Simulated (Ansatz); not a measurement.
Zn:

```
Zn
1.0
    -1.56904    1.56904    1.56904
     1.56904   -1.56904    1.56904
     1.56904    1.56904   -1.56904
Zn
1
Cartesian
  0.0000 0.0000 0.0000
```

This isn't the form of Zn at room conditions, which is hcp.

```yaml
Program: Ansatz 0.2.0
Task: relaxation of cell and atoms
Functional: BLYP
Dispersion: D3(BJ)
Potentials_or_basis: Ansatz PAW
Cutoff: "420 eV (not typed: the program's choice for these potentials)"
k_mesh: 12 × 12 × 12
Occupations: fermi-dirac, width 0.05 eV
Spin: no spin polarisation
```

At the start: volume 15.45 Å³/atom.

How do energy, volume and symmetry change on relaxing?

It ends after 5 steps and the volume is 14.55 Å³/atom (-5.8 %); space group Im-3m (No. 229, to 0.05 Å).

The path:
```
step  energy change (eV)  largest force (eV/Å)  volume (Å³)
   1              0.0000                0.0000        15.45
   2             -0.0089                0.0000        14.90
   3             -0.0106                0.0000        14.50
   4             -0.0106                0.0000        14.55
   5             -0.0103                0.0000        14.55
```

Final structure:
```yaml
crystal:
  lattice:
    - [-1.53806, 1.53806, 1.53806]
    - [1.53806, -1.53806, 1.53806]
    - [1.53806, 1.53806, -1.53806]
  atoms:
    - { symbol: Zn, position: [0.00000, 0.00000, 0.00000] }
```

Caveat: the plane-wave basis is chosen anew once the cell has moved, so the energies of steps on either side of that aren't comparable; pairwise dispersion overbinds metals, which lowers pressure and volume; the PAW data sets come from PBE, with cores solved anew for the run's functional, which leaves a small shift of forces and pressure.
